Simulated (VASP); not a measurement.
# Pt (Fm-3m) in VASP: a series of runs, part 2 of 2

VASP 6.6.1. The steps go on from the part before.

## (3) Relaxation of cell and atoms, LDA

Contents of INCAR:

```
SYSTEM = Pt
PREC = Accurate
ENCUT = 600
EDIFF = 1E-7
ISMEAR = -1
SIGMA = 0.05
LREAL = .FALSE.
LASPH = .TRUE.
NELM = 100
ALGO = Normal
ISIF = 3
LWAVE = .FALSE.
LCHARG = .FALSE.
IBRION = 2
NSW = 40
EDIFFG = -0.01
```

Contents of KPOINTS:

```
regular mesh
0
G
  10 10 10
  0 0 0
```

Contents of POSCAR:

```
Pt
1.0
    0.0000000000      1.9609000000      1.9609000000
    1.9609000000      0.0000000000      1.9609000000
    1.9609000000      1.9609000000      0.0000000000
Pt
1
Direct
    0.0000000000      0.0000000000      0.0000000000
```

Potentials or basis: VASP PAW LDA potentials, release 64 (Pt).

On the command line:

```sh
cat potpaw_LDA.64/Pt/POTCAR > POTCAR
mpirun -np 1 vasp_std > vasp.out
```

OUTCAR:

```text
SYSTEM = Pt
   PREC = Accurate
   ENCUT = 600
   EDIFF = 1E-7
   ISMEAR = -1
   LREAL = .FALSE.
   LASPH = .TRUE.
   NELM = 100
   ISIF = 3
   IBRION = 2
   NSW = 40
   EDIFFG = -0.01

 ion  position               nearest neighbor table
   1  0.000  0.000  0.000-

  LATTYP: Found a face centered cubic cell.
 ALAT       =     3.9218000000

  Lattice vectors:

 A1 = (   0.0000000000,   1.9609000000,   1.9609000000)
 A2 = (   1.9609000000,   0.0000000000,   1.9609000000)
 A3 = (   1.9609000000,   1.9609000000,   0.0000000000)

Analysis of symmetry for initial positions (statically):
=====================================================================
 Subroutine PRICEL returns:
 Original cell was already a primitive cell.

[... 290 lines left out ...]
 Fermi energy:        11.5151775777

 k-point     1 :       0.0000    0.0000    0.0000
  band No.  band energies     occupation
      1       1.0441      2.00000
      2       7.5658      2.00000
      3       7.5658      2.00000
      4       7.5658      2.00000
      5       9.8216      2.00000
      6       9.8216      2.00000
      7      26.0634      0.00000
      8      31.0851      0.00000
      9      31.0851      0.00000
[... 265 lines left out ...]
 k-point    24 :       0.4000    0.3000    0.0000
  band No.  band energies     occupation
      1       4.6881      2.00000
      2       5.3140      2.00000
      3       8.7813      2.00000
      4      10.1379      2.00000
      5      11.4466      1.59519
      6      11.7103      0.03957
      7      23.5765      0.00000
      8      25.8977      0.00000
      9      26.4871      0.00000

 [... further k-points ...]

------------------------ aborting loop because EDIFF is reached ----------------------------------------

  FORCE on cell =-STRESS in cart. coord.  units (eV):
  Direction    XX          YY          ZZ          XY          YZ          ZX
  --------------------------------------------------------------------------------------
  -------------------------------------------------------------------------------------
  Total       -0.0012174     -0.0012174     -0.0012174      0.0000000      0.0000000      0.0000000
  in kB       -0.1316854     -0.1316854     -0.1316854      0.0000000      0.0000000      0.0000000
  external PRESSURE =      -0.1316854 kB  Pullay stress =       0.0000000 kB
[... 16 lines left out ...]
  FREE ENERGIE OF THE ION-ELECTRON SYSTEM (eV)
  ---------------------------------------------------
  free  energy   TOTEN  =        -7.4956999573 eV

  energy  without entropy=       -7.4843752370  energy(sigma->0) =       -7.49003760

 reached required accuracy - stopping structural energy minimisation
```

Wall time 10 s (1 thread of Intel Xeon Platinum 8488C (Sapphire Rapids), shared host); peak memory 0.15 GiB.

Results:

```
Free energy                            : -7.4957 eV
Relaxed volume                         : 14.81 Å³/atom
Relaxed cell                           : a = 2.757 Å, b = 2.757 Å, c = 2.757 Å, α = 60.00°, β = 60.00°, γ = 60.00°
Space group after relaxing (to 0.05 Å) : Fm-3m (No. 225)
Energy gained by relaxing              : 4.5 meV/atom
Ionic steps                            : 4
Pressure after relaxing                : 0.0 GPa
Band gap on the k mesh                 : none (metal or under the smearing width)
```

Step by step:
```csv
step,energy change (eV),largest force (eV/Å),pressure (GPa),volume (Å³)
1,0.0000,0.0000,-5.26,15.08
2,0.0402,0.0000,19.33,14.03
3,-0.0045,0.0000,-0.13,14.82
4,-0.0045,0.0000,-0.01,14.81
```

Final structure:
```cif
data_structure
_symmetry_space_group_name_H-M 'P 1'
_symmetry_Int_Tables_number 1
_cell_length_a 2.7566
_cell_length_b 2.7566
_cell_length_c 2.7566
_cell_angle_alpha 60.000
_cell_angle_beta 60.000
_cell_angle_gamma 60.000
_cell_volume 14.81
loop_
_atom_site_label
_atom_site_type_symbol
_atom_site_fract_x
_atom_site_fract_y
_atom_site_fract_z
_atom_site_occupancy
Pt1 Pt 0.00000 0.00000 0.00000 1
```

Spin-orbit coupling is left out, which matters for the levels of Pt. LDA usually gives volumes a few per cent too small.

## (4) Single point, PBE

Contents of INCAR:

```
SYSTEM = Pt
PREC = Accurate ; ENCUT = 520
EDIFF = 1E-7 ; ISMEAR = 0
SIGMA = 0.014 ; LREAL = .False.
LASPH = .True. ; NELM = 60
ALGO = Normal ; ISIF = 2
LWAVE = .False. ; LCHARG = .True.
GGA = PE ; LELF = .True.
LVHAR = .True. ; NBANDS = 11
```

Contents of KPOINTS:

```
Automatic mesh
0
Gamma
  12 12 12
  0 0 0
```

POSCAR is that of step 3.

Potentials or basis: VASP PAW PBE potentials, release 64 (Pt).

On the command line:

```sh
cat potpaw_PBE.64/Pt/POTCAR > POTCAR
mpirun -np 1 vasp_std > vasp.out
```

Run time: 7 s. Hardware: 1 thread of Intel Xeon 6975P-C (Granite Rapids), shared host; peak memory 0.14 GiB.

It converged, with:

```yaml
Free_energy: -6.0830 eV
Pressure: 9.7 GPa
Band_gap_on_the_k_mesh: none (metal or under the smearing width)
```

Levels at points of the mesh, in eV from the Fermi level:
```csv
k point,band 1,band 2,band 3,band 4,band 5,band 6,band 7,band 8,band 9,band 10
"(0.00, 0.00, 0.00)",-10.25,-3.81,-3.81,-3.81,-1.65,-1.65,14.61,19.58,19.58,19.58
"(0.50, 0.00, 0.00)",-7.35,-3.87,-3.87,-0.50,0.02,0.02,5.82,14.18,18.96,18.96
"(0.50, 0.50, 0.00)",-7.10,-6.64,-0.01,0.48,0.48,1.75,8.86,11.37,11.37,20.12
```

The run has no spin-orbit coupling, so splittings on Pt are missing.

## (5) Relaxation of cell and atoms, PBE0

POSCAR is that of step 4.

Contents of INCAR.step1:

```
SYSTEM = Pt
PREC = Accurate ; ENCUT = 600
EDIFF = 1E-5 ; ISMEAR = -1
SIGMA = 0.05 ; LREAL = .False.
LASPH = .True. ; NELM = 80
ALGO = Normal ; LWAVE = .True.
LCHARG = .False. ; GGA = PE
```

Contents of INCAR.step2:

```
SYSTEM = Pt
PREC = Accurate ; ENCUT = 600
EDIFF = 1E-6 ; ISMEAR = -1
SIGMA = 0.05 ; LREAL = .False.
LASPH = .True. ; NELM = 80
ALGO = Normal ; ISIF = 3
LWAVE = .False. ; LCHARG = .False.
GGA = PE ; LHFCALC = .True.
AEXX = 0.25 ; PRECFOCK = Fast
IBRION = 2 ; NSW = 40
EDIFFG = -0.01 ; ISTART = 1
```

Contents of KPOINTS:

```
regular mesh
0
Gamma
  6 6 6
  0 0 0
```

On the command line:

```sh
cat potpaw_PBE.64/Pt/POTCAR > POTCAR
cp INCAR.step1 INCAR
mpirun -np 1 vasp_std > vasp.out
cp INCAR.step2 INCAR
mpirun -np 1 vasp_std > vasp.out
```

Wall time 42 min (1 thread of Intel Xeon 6975P-C (Granite Rapids), shared host); peak memory 0.14 GiB.

The run converged. Its results:

| Quantity | Value |
| --- | --- |
| Free energy | -7.5718 eV |
| Relaxed volume | 14.97 Å³/atom |
| Relaxed cell | a = 2.766 Å, b = 2.766 Å, c = 2.766 Å, α = 60.00°, β = 60.00°, γ = 60.00° |
| Space group after relaxing (to 0.05 Å) | Fm-3m (No. 225) |
| Energy gained by relaxing | 3.4 meV/atom |
| Ionic steps | 4 |
| Pressure after relaxing | 0.0 GPa |
| Band gap on the k mesh | none (metal or under the smearing width) |

The path:
```csv
step,energy change (eV),largest force (eV/Å),pressure (GPa),volume (Å³)
1,0.0000,0.0000,-2.21,15.08
2,0.0043,0.0000,7.12,14.63
3,-0.0032,0.0000,1.11,14.91
4,-0.0034,0.0000,-0.01,14.97
```

Final structure:
```cif
data_structure
_symmetry_space_group_name_H-M 'P 1'
_symmetry_Int_Tables_number 1
_cell_length_a 2.7662
_cell_length_b 2.7662
_cell_length_c 2.7662
_cell_angle_alpha 60.000
_cell_angle_beta 60.000
_cell_angle_gamma 60.000
_cell_volume 14.97
loop_
_atom_site_label
_atom_site_type_symbol
_atom_site_fract_x
_atom_site_fract_y
_atom_site_fract_z
_atom_site_occupancy
Pt1 Pt 0.00000 0.00000 0.00000 1
```

Levels at points of the mesh, in eV from the Fermi level:
```csv
k point,band 3,band 4,band 5,band 6,band 7,band 8
"(0.00, 0.00, 0.00)",-5.01,-5.00,-2.84,-2.84,16.27,21.51
"(0.50, 0.00, 0.00)",-5.17,-0.77,-0.52,0.17,7.36,15.79
"(0.50, 0.50, 0.00)",-0.88,0.84,0.85,2.44,10.66,12.98
```

Caveat: the k mesh is coarse (spacing up to 0.46 Å⁻¹), so the values aren't converged, least of all with exact exchange; the PAW data sets were made with another functional, which shifts forces and pressure a little. Spin-orbit coupling is left out, which matters for the levels of Pt.

## (6) Single point, PBE0, spin-orbit coupling, no magnetisation

POSCAR is that of step 5.

Contents of INCAR.step1:

```
  PREC = Accurate
  ENCUT = 520
  EDIFF = 1E-5
  ISMEAR = -1
  SIGMA = 0.05
  LREAL = False
  LASPH = True
  NELM = 80
  ALGO = Normal
  ISIF = 2
  LWAVE = True
  LCHARG = False
  MAGMOM = 0 0 0
  LORBIT = 11
  LSORBIT = True
  GGA_COMPAT = False
  LMAXMIX = 4
  GGA = PE
```

Contents of INCAR.step2:

```
  PREC = Accurate
  ENCUT = 520
  EDIFF = 1E-6
  ISMEAR = -1
  SIGMA = 0.05
  LREAL = False
  LASPH = True
  NELM = 80
  ALGO = Normal
  ISIF = 2
  LWAVE = False
  LCHARG = False
  MAGMOM = 0 0 0
  LORBIT = 11
  LSORBIT = True
  GGA_COMPAT = False
  LMAXMIX = 4
  GGA = PE
  LHFCALC = True
  AEXX = 0.25
  PRECFOCK = Fast
  HFRCUT = -1
  ISTART = 1
```

Contents of KPOINTS:

```
Automatic mesh
0
Gamma
  5 5 5
```

Potentials or basis: VASP PAW PBE potentials, release 64 (Pt).

On the command line:

```sh
cat potpaw_PBE.64/Pt/POTCAR > POTCAR
cp INCAR.step1 INCAR
mpirun -np 1 vasp_ncl > vasp.out
cp INCAR.step2 INCAR
mpirun -np 1 vasp_ncl > vasp.out
```

Wall time 5 min (1 thread of Intel Xeon 6975P-C (Granite Rapids), shared host); peak memory 0.19 GiB.

It converged, with:

```
Free energy                                           : -7.6797 eV
Pressure                                              : 7.6 GPa
Valence electrons inside the program's atomic spheres : Pt 9.38
```

Caveat: the k mesh is coarse (spacing up to 0.55 Å⁻¹), so the values aren't converged, least of all with exact exchange; the PAW data sets were made with another functional, which shifts forces and pressure a little.

## (7) For comparison

An earlier run on the cell as given: functional PBE; potentials or basis VASP PAW PBE potentials, release 64 (Pt); cutoff 520 eV; k mesh 12 × 12 × 12; occupations fermi-dirac, width 0.05 eV; no spin polarisation.

- Pressure: 9.7 GPa
- Band gap on the k mesh: none (metal or under the smearing width)

## (8) Summary

```tsv
task	level	potentials or basis	spin	cell	k mesh	cutoff (eV)	smearing	ladder	grid for exact exchange (PRECFOCK)	exchange at q = 0	mesh quality	gap on the mesh (eV)	pressure (GPa)	relaxed volume (Å³/atom)
single point	PBE	VASP PAW PBE potentials, release 64 (Pt)	off	as given	12 × 12 × 12	520	gaussian 0.012 eV	-	-	-	not flagged	none	9.7	-
relaxation of cell and atoms	LDA	VASP PAW LDA potentials, release 64 (Pt)	off	relaxed	10 × 10 × 10	600	fermi-dirac 0.05 eV	gaps	-	-	not flagged	none	0.0	14.81
single point	PBE	VASP PAW PBE potentials, release 64 (Pt)	off	as given	12 × 12 × 12	520	gaussian 0.014 eV	-	-	-	not flagged	none	9.7	-
relaxation of cell and atoms	PBE0	VASP PAW PBE potentials, release 64 (Pt)	off	relaxed	6 × 6 × 6	600	fermi-dirac 0.05 eV	-	Fast	default	coarse	none	0.0	14.97
single point	PBE0	VASP PAW PBE potentials, release 64 (Pt)	SOC, no magnetisation	as given	5 × 5 × 5	520	fermi-dirac 0.05 eV	-	Fast	truncated	coarse	-	7.6	-
single point	PBE	VASP PAW PBE potentials, release 64 (Pt)	off	as given	12 × 12 × 12	520	fermi-dirac 0.05 eV	-	-	-	not flagged	none	9.7	-
```

Caveats: some runs use coarse meshes; the PAW data sets were made with another functional, which shifts forces and pressure a little (some runs).

Absolute energies hang on the potentials; compare differences alone.
